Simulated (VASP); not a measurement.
Set up this calculation in VASP 6.6.1, as the native input.

* Task: single point
* Functional: PBE
* Potentials or basis: VASP PAW PBE potentials, release 64 (K_sv, F)
* Cutoff: 520 eV
* k mesh: 12 × 12 × 12
* Occupations: gaussian, width 0.1 eV
* Spin: no spin polarisation
* Dipole correction: no
* Further INCAR settings: ALGO = Fast; EDIFF = 1e-07; NBANDS = 20

The structure of K2F lies in POSCAR:

```
K2F
1.0
    0.0000000000      3.6085149907      3.6085149907
    3.6085149907      0.0000000000      3.6085149907
    3.6085149907      3.6085149907      0.0000000000
K F
2 1
Direct
    0.2500000000      0.2500000000      0.2500000000
    0.7500000000      0.7500000000      0.7500000000
    0.5000000000      0.5000000000      0.5000000000
```

The cell was built by a generator and needn't be a form met in nature.

The cell isn't the ideal one: random cell by space group and Wyckoff sites (Fm-3m, No. 225).

One way to write it, as run:

INCAR

```
PREC = Accurate
ENCUT = 520
EDIFF = 1E-7
ISMEAR = 0
SIGMA = 0.1
LREAL = False
LASPH = True
NELM = 60
ALGO = Fast
ISIF = 2
LWAVE = False
LCHARG = False
GGA = PE
NBANDS = 20
```

KPOINTS

```
regular mesh
0
Gamma
  12 12 12
```

Potentials or basis: VASP PAW PBE potentials, release 64 (K_sv, F).

Launch:

```console
$ cat potpaw_PBE.64/K_sv/POTCAR potpaw_PBE.64/F/POTCAR > POTCAR
$ mpirun -np 1 vasp_std > vasp.out
```

It gave:

```json
{"Pressure": "0.0 GPa", "Band gap on the k mesh": "none (metal or under the smearing width)"}
```

Caveat: an odd number of electrons without spin polarisation forces a metal; a magnetic or distorted state may lie lower.

Run time: 4.3 min on 1 thread of Intel(R) Xeon(R) Platinum 8559C (Emerald Rapids), with other jobs on the host, peak memory 0.31 GiB.
